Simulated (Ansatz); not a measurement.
# SnSe (Fm-3m) in Ansatz: notebook, part 2 of 2

Ansatz 0.2.0. Earlier steps stand in the parts before.

### 3 Relaxation of cell and atoms, BLYP

input.yaml

```yaml
crystal:
  lattice:
    - [0.0, 3.01, 3.01]
    - [3.01, 0.0, 3.01]
    - [3.01, 3.01, 0.0]
  atoms:
    - { symbol: Sn, position: [0.0, 0.0, 0.0] }
    - { symbol: Se, position: [0.5, 0.5, 0.5] }
hamiltonian:
  xc: blyp
  pseudopotentials: { kind: paw }
kpoints:
  mp_grid: { grid: [8, 8, 8] }
scf:
  occupations: { method: fermi_dirac, width: 0.05 }
output:
  forces: true
  stress: true
  write_density: true
  write_potential: true
  elf: true
  volumetric_format: npy
relax:
  f_tol: 0.01
  max_steps: 40
  cell: { stress_tol: 0.05 }
```

Potentials or basis: Ansatz PAW.

Run with:

```
> ansatz run input.yaml --threads 2 --pin off --max-ram 5120MiB --backend cpu --events-out ev --progress --plain --runs-dir out
```

Output:

```text
Warning: RAYON_NUM_THREADS=2 ignored (pool sized by the plan → 2); use --threads N
Engine: ansatz 0.2.0, aarch64-unknown-linux-gnu
Pseudopotentials: kind: paw
Pseudopotential: Sn, paw, valence charge 14, recommended cutoff 420 eV (normal), Sn.paw.azcp
Pseudopotential: Se, paw, valence charge 16, recommended cutoff 420 eV (normal), Se.paw.azcp
Functional definition: BLYP
  parameter beta = 0.0042
  parameter a = 0.04918
  parameter b = 0.132
  parameter c = 0.2533
  parameter d = 0.349
  exchange = b88_x(beta = beta)
  correlation = lyp_c(a = a, b = b, c = c, d = d)
Crystal: 2 atoms, lattice volume = 54.542 Å³
[... 100 lines left out ...]
  max |Σ_I F_I| component: 1.58e-29 eV/Å
--- Stress (GPa, compression-positive) ---
        0.007590      -0.000000      -0.000000
       -0.000000       0.007590       0.000000
       -0.000000      -0.000000       0.007590
  P = ⅓ Tr σ = 0.0076 GPa (0.076 kbar)
--- Band table (eV; the first three rows and the last of 29) ---
  k-point 0: bands = ["-39.2165", "-39.2165", "-39.2147", "-39.2147", "-39.2147", "-13.5595", "-13.5595", "-13.5595", "-13.5565", "-13.5565", "-5.1467", "2.6140", "6.2158", "6.2158", "6.2158", "11.9783", "11.9783", "11.9783", "14.3439"]
  k-point 1: bands = ["-39.2165", "-39.2165", "-39.2147", "-39.2147", "-39.2147", "-13.5592", "-13.5589", "-13.5589", "-13.5565", "-13.5565", "-5.0590", "2.2405", "6.2384", "6.2384", "6.5061", "11.2837", "11.4226", "11.4226", "14.3147"]
  k-point 2: bands = ["-39.2164", "-39.2164", "-39.2147", "-39.2146", "-39.2146", "-13.5597", "-13.5597", "-13.5585", "-13.5545", "-13.5545", "-4.8269", "1.4610", "6.3096", "6.3096", "7.0822", "10.1060", "10.4557", "10.4557", "14.5924"]
  k-point 28: bands = ["-39.2165", "-39.2164", "-39.2146", "-39.2146", "-39.2146", "-13.5674", "-13.5559", "-13.5559", "-13.5556", "-13.5482", "-4.2151", "1.3285", "4.0758", "4.0758", "7.2883", "9.5208", "12.6826", "12.6826", "15.2135"]
--- Relaxed structure (4 steps of the walk, 4 accepted, 1 SCFs on fresh bases) ---
  F+E_penalty+E_count = -11521.65886411 eV   max|allowed force component| = 3.813e-30 eV/Å   (the final SCF, on the basis selected at the relaxed cell)
  cell:  # Å, volume = 60.0979 Å³
    - [-8.152595252632943e-34, 3.108922138027157, 3.108922138027157]
    - [3.108922138027157, -9.235361809623257e-34, 3.108922138027157]
    - [3.108922138027157, 3.108922138027157, -3.2482996709709378e-34]
  atoms:
    - { symbol: Sn, position: [-1.732910387388509e-35, 1.7329103873886e-35, 7.331543946653304e-35] }
    - { symbol: Se, position: [0.49999999999999994, 0.49999999999999994, 0.49999999999999994] }
```

v_z.tsv:

```text
# z_ang	v_es[eV]	v_tot[eV]
# format = ansatz-planar-average/11
# xc	blyp
# density_cutoff_ev	1680
# datasets	Sn=:simpson_from_first_knot:soft:shift=-284274	Se=:simpson_from_first_knot:soft:shift=-451331
# lattice	-0.000000000	3.108922138	3.108922138
# lattice	3.108922138	-0.000000000	3.108922138
# lattice	3.108922138	3.108922138	-0.000000000
# sites	2
# site	50	0.000000000	0.000000000	0.000000000
# site	34	3.108922138	3.108922138	3.108922138
0.000000	7.619165e0	-2.142846e0
0.146556	7.460605e0	-2.216744e0
0.293112	7.048457e0	-2.395822e0
0.439668	6.544553e0	-2.569382e0
0.586224	6.150289e0	-2.605208e0
0.732780	6.020182e0	-2.420096e0
[... 22 lines left out ...]
4.103568	7.048457e0	-2.395822e0
4.250124	7.460605e0	-2.216744e0
```

It took 4.8 s on 2 threads of Arm Neoverse V1, shared host; peak memory 0.36 GiB.

What came out:

* Free energy: -11521.6589 eV
* Relaxed volume: 30.05 Å³/atom
* Relaxed cell: a = 4.397 Å, b = 4.397 Å, c = 4.397 Å, α = 60.00°, β = 60.00°, γ = 60.00°
* Space group after relaxing (to 0.05 Å): Fm-3m (No. 225)
* Energy gained by relaxing: 38.3 meV/atom
* Ionic steps: 5
* Pressure after relaxing: 0.0 GPa
* Band gap on the k mesh: 0.03 eV, direct

The path:
```tsv
step	energy change (eV)	largest force (eV/Å)	volume (Å³)
1	0.0000	0.0000	54.54
2	-0.0672	0.0000	62.20
3	-0.0756	0.0000	60.44
4	-0.0759	0.0000	60.10
5	-0.0766	0.0000	60.10
```

Final structure:
```yaml
crystal:
  lattice:
    - [0.00000, 3.10892, 3.10892]
    - [3.10892, 0.00000, 3.10892]
    - [3.10892, 3.10892, 0.00000]
  atoms:
    - { symbol: Sn, position: [0.00000, 0.00000, 0.00000] }
    - { symbol: Se, position: [0.50000, 0.50000, 0.50000] }
```

Levels at points of the mesh, in eV from the valence-band top:
```tsv
k point	band 11	band 12	band 13	band 14	band 15	band 16	band 17	band 18	band 19
(0.00, 0.00, 0.00)	-13.43	-5.66	-2.06	-2.06	-2.06	3.70	3.70	3.70	6.07
(0.00, 0.00, -0.50)	-12.71	-7.81	-1.81	-1.81	0.00	0.03	1.13	1.13	8.18
(0.00, -0.50, -0.50)	-12.52	-6.32	-4.87	-3.30	-3.30	3.53	4.57	4.57	5.16
```

Caveat: the plane-wave basis is chosen anew once the cell has moved, so the energies of steps on either side of that aren't comparable; spin-orbit coupling is left out, which moves the levels of the heavy elements; the volume moved by +10 % from the deposited cell, more than functionals usually miss; the PAW data sets come from PBE, with cores solved anew for the run's functional, which leaves a small shift of forces and pressure. A k mesh can miss the band edges.

### 4 Relaxation of cell and atoms, r2SCAN+D3(BJ)

input.yaml: that of step 3 with these lines changed.

```diff
@@ -9,4 +9,5 @@
 hamiltonian:
-  xc: blyp
+  xc: r2scan
   pseudopotentials: { kind: paw }
+  dispersion: d3bj
 kpoints:
@@ -18,6 +19,2 @@
   stress: true
-  write_density: true
-  write_potential: true
-  elf: true
-  volumetric_format: npy
 relax:
```

Run with:

```
> ansatz run input.yaml --threads 2 --pin off --max-ram 5120MiB --backend cpu --events-out ev --progress --plain --runs-dir out
```

Wall time 9 s (2 threads of Arm Neoverse V1, shared host); peak memory 0.49 GiB.

Results (log left out):

```yaml
Free_energy: -11517.9253 eV
Relaxed_volume: 26.71 Å³/atom
Relaxed_cell: a = 4.227 Å, b = 4.227 Å, c = 4.227 Å, α = 60.00°, β = 60.00°, γ = 60.00°
Space_group_after_relaxing_to_0.05_Å: Fm-3m (No. 225)
Energy_gained_by_relaxing: 2.0 meV/atom
Ionic_steps: 4
Pressure_after_relaxing: 0.0 GPa
Band_gap_on_the_k_mesh: 0.55 eV
```

Step by step:
```tsv
step	energy change (eV)	largest force (eV/Å)	volume (Å³)
1	0.0000	0.0000	54.54
2	-0.0031	0.0000	52.86
3	-0.0041	0.0000	53.42
4	-0.0041	0.0000	53.42
```

Final structure:
```
Sn Se
1.0
     0.00000    2.98928    2.98928
     2.98928    0.00000    2.98928
     2.98928    2.98928    0.00000
Sn Se
1 1
Direct
  0.00000 0.00000 0.00000
  0.50000 0.50000 0.50000
```

Caveat: the plane-wave basis is chosen anew once the cell has moved, so the energies of steps on either side of that aren't comparable; spin-orbit coupling is left out, which moves the levels of the heavy elements; the PAW data sets come from PBE, with cores solved anew for the run's functional, which leaves a small shift of forces and pressure; the dispersion damping was fitted for another functional or another form of the correction. A k mesh can miss the band edges.

### 5 Single point, PBE

input.yaml

```yaml
crystal:
  lattice:
    - [0.0, 3.01, 3.01]
    - [3.01, 0.0, 3.01]
    - [3.01, 3.01, 0.0]
  atoms:
    - { symbol: Sn, position: [0.0, 0.0, 0.0] }
    - { symbol: Se, position: [0.5, 0.5, 0.5] }
hamiltonian:
  xc: pbe
  pseudopotentials: { kind: paw }
kpoints:
  mp_grid: { grid: [8, 8, 8] }
scf:
  occupations: { method: fermi_dirac, width: 0.05 }
basis:
  ecutwfc: "250 eV"
output:
  forces: true
  stress: true
  eigenvalues: true
```

Run with:

```
> ansatz run input.yaml --threads 2 --pin off --max-ram 5120MiB --backend cpu --events-out ev --progress --plain --runs-dir out
```

Wall time 0.66 s (2 threads of Arm Neoverse V1, shared host); peak memory 0.29 GiB.

Results (log left out):

```yaml
Free_energy: -11493.2588 eV
Pressure: 1.0 GPa
Band_gap_on_the_k_mesh: 0.54 eV, direct
```

Levels at points of the mesh, in eV from the valence-band top:
```
             k point  band 13  band 14  band 15  band 16  band 17  band 18
  (0.00, 0.00, 0.00)    -2.21    -2.21    -2.21     4.31     4.31     4.31
 (0.00, 0.00, -0.50)    -1.97    -1.97     0.00     0.54     1.28     1.28
(0.00, -0.50, -0.50)    -5.47    -3.64    -3.64     3.03     5.36     5.36
```

Caveat: the pressure holds a Pulay correction of +21.0 GPa for the finite cutoff; spin-orbit coupling is left out, which moves the levels of the heavy elements; the cutoff lies under the one recommended for these potentials.

### 6 Single point, PBE

input.yaml: that of step 5 with these lines changed.

```diff
@@ -12,7 +12,5 @@
 kpoints:
-  mp_grid: { grid: [8, 8, 8] }
+  mp_grid: { grid: [6, 6, 6] }
 scf:
   occupations: { method: fermi_dirac, width: 0.05 }
-basis:
-  ecutwfc: "250 eV"
 output:
```

Potentials or basis: Ansatz PAW.

Run with:

```
> ansatz run input.yaml --threads 2 --pin off --max-ram 5120MiB --backend cpu --events-out ev --progress --plain --runs-dir out
```

It took 0.68 s on 2 threads of Arm Neoverse V1, shared host; peak memory 0.31 GiB.

The run converged. Its results:

```yaml
Free_energy: -11494.1780 eV
Pressure: 0.6 GPa
Band_gap_on_the_k_mesh: 0.58 eV, direct
```

Levels at points of the mesh, in eV from the valence-band top:
```
             k point  band 13  band 14  band 15  band 16  band 17  band 18
  (0.00, 0.00, 0.00)    -2.19    -2.19    -2.19     4.32     4.32     4.32
 (0.00, 0.00, -0.50)    -1.95    -1.95     0.00     0.58     1.26     1.26
(0.00, -0.50, -0.50)    -5.47    -3.64    -3.64     3.03     5.35     5.35
```

Caveat: spin-orbit coupling is left out, which moves the levels of the heavy elements.

### 7 Summary

| task | level | cell | k mesh | cutoff (eV) | gap on the mesh (eV) | pressure (GPa) | relaxed volume (Å³/atom) |
| --- | --- | --- | --- | --- | --- | --- | --- |
| relaxation of cell and atoms | PBE+D3(BJ) | relaxed | 8 × 8 × 8 | 420 | 0.69 | 0.0 | 26.64 |
| relaxation of cell and atoms | BLYP | relaxed | 8 × 8 × 8 | 420 | 0.03 | 0.0 | 30.05 |
| relaxation of cell and atoms | r2SCAN+D3(BJ) | relaxed | 8 × 8 × 8 | 500 | 0.55 | 0.0 | 26.71 |
| single point | PBE | as given | 8 × 8 × 8 | 250 | 0.54 | 1.0 | - |
| single point | PBE | as given | 6 × 6 × 6 | 420 | 0.58 | 0.6 | - |

Alike in all rows: potentials or basis Ansatz PAW; no spin polarisation; smearing fermi-dirac 0.05 eV.

Caveats: spin-orbit coupling is left out, which moves the levels of the heavy elements; the plane-wave basis is chosen anew once the cell has moved, so the energies of steps on either side of that aren't comparable (some runs); the PAW data sets come from PBE, with cores solved anew for the run's functional, which leaves a small shift of forces and pressure (some runs); the volume moved by +10 % from the deposited cell, more than functionals usually miss (some runs); the dispersion damping was fitted for another functional or another form of the correction (some runs); the pressure holds a Pulay correction of +21.0 GPa for the finite cutoff (some runs); the cutoff lies under the one recommended for these potentials (some runs).

Absolute energies hang on the potentials; compare differences alone.
